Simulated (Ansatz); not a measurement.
# SrVO3: properties at the relaxed cell

The task here is to estimate one member of a computed series from the others.

Computed with Ansatz 0.2.0 (DFT PBE, scalar-relativistic, plane waves, PAW, unless a step's input says otherwise).

1 further run of the same task is left out (set aside as unsound or not needed).

## The structure to begin with

The structure is cubic, space group Pm-3m (No. 221). The conventional cell has a = 3.859 Å, b = 3.859 Å, c = 3.859 Å, α = 90.00°, β = 90.00°, γ = 90.00°. Around Sr (site symmetry m-3m) lie 12 O at 2.73 Å. V (site symmetry m-3m) is surrounded by 6 O at 1.93 Å. O (site symmetry 4/mmm) has 2 V at 1.93 Å and 4 Sr at 2.73 Å in its first shell of neighbours.

Structure file:

```
CELL_PARAMETERS angstrom
3.85886 0.00000 0.00000
0.00000 3.85886 0.00000
0.00000 0.00000 3.85886
ATOMIC_POSITIONS crystal
Sr 0.50000 0.50000 0.50000
V 0.00000 0.00000 0.00000
O 0.50000 0.00000 0.00000
O 0.00000 0.50000 0.00000
O 0.00000 0.00000 0.50000
```

This cell was relaxed beforehand with the same method: volume 11.49 Å³/atom, gap on the mesh none (metal), site moments up to 0.3 μB.

Set-up of the first run:

input.yaml reads:

```yaml
crystal:
  lattice:
    - [3.858862068, 0.0, 0.0]
    - [0.0, 3.858862068, 0.0]
    - [0.0, 0.0, 3.858862068]
  atoms:
    - { symbol: Sr, position: [0.5, 0.5, 0.5] }
    - { symbol: V, position: [0.0, 0.0, 0.0], spin: 0.29 }
    - { symbol: O, position: [0.5, 0.0, 0.0] }
    - { symbol: O, position: [0.0, 0.5, 0.0] }
    - { symbol: O, position: [0.0, 0.0, 0.5] }
basis:
  ecutwfc: 420
kpoints:
  mp_grid: { grid: [10, 10, 10] }
  band_path:
    path:
      - [[0.0, 0.0, 0.0], [0.0, 0.5, 0.0], [0.5, 0.5, 0.0], [0.0, 0.0, 0.0], [0.5, 0.5, 0.5], [0.0, 0.5, 0.0]]
      - [[0.5, 0.5, 0.5], [0.5, 0.5, 0.0]]
    npoints: 14
hamiltonian:
  xc: pbe
scf:
  occupations: { method: gaussian, width: 0.1 }
  n_extra_bands: 12
output:
  forces: true
  stress: true
  eigenvalues: true
  populations: true
  dos: { projected: true, de: 0.02, nscf_kmesh: { grid: [15, 15, 15] } }
  bader: true
  write_density: true
  write_potential: true
  elf: true
  volumetric_format: npy
magnetization:
  spin_polarized: true
checkpoint:
  read: start.run
  write: ck
  compress: false
  write_wavefunctions: false
  write_every: 100000
```

Run with:

```console
ansatz run input.yaml --threads 1 --pin off --max-ram 2560MiB --backend cpu --events-out ev --progress --plain --runs-dir out
```

Steps of the session up to this table: Bands, states and charges; Point at V/V0 = 0.97; Volume × 1.03; Volume × 0.94; The cell scaled to 1.06 of its volume.

One of the session's tables, all rows but one given; the rest of the session is left out.

It belongs to the step «Equation of state». 

```
volume (Å³/atom)  energy above the lowest point (meV/atom)  pressure (GPa)  largest moment (μB)
          10.803                                      26.1           12.80                 0.21
          11.148                                       6.2            5.88                 0.23
          11.492                                       0.0            0.01                 0.26
          11.837                                         ?               ?                    ?
          12.182                                      20.7           -9.19                 0.33
```

Estimate the missing values for volume (Å³/atom) = 11.837.

Worked estimate for «energy above the lowest point (meV/atom)». A straight line through the neighbours (11.492, 0.0) and (12.182, 20.7) gives 0.0 + (20.7 − 0.0) × (11.837 − 11.492) / (12.182 − 11.492) = 10.3; a parabola fitted to 3 rows on both sides gives 4.8.

The run gave: energy above the lowest point (meV/atom): 5.5; pressure (GPa): -4.97; largest moment (μB): 0.30. In «energy above the lowest point (meV/atom)» the line misses by +4.8 and the parabola by -0.7.

To keep in mind: Warnings in the runs' records: stability check not made.
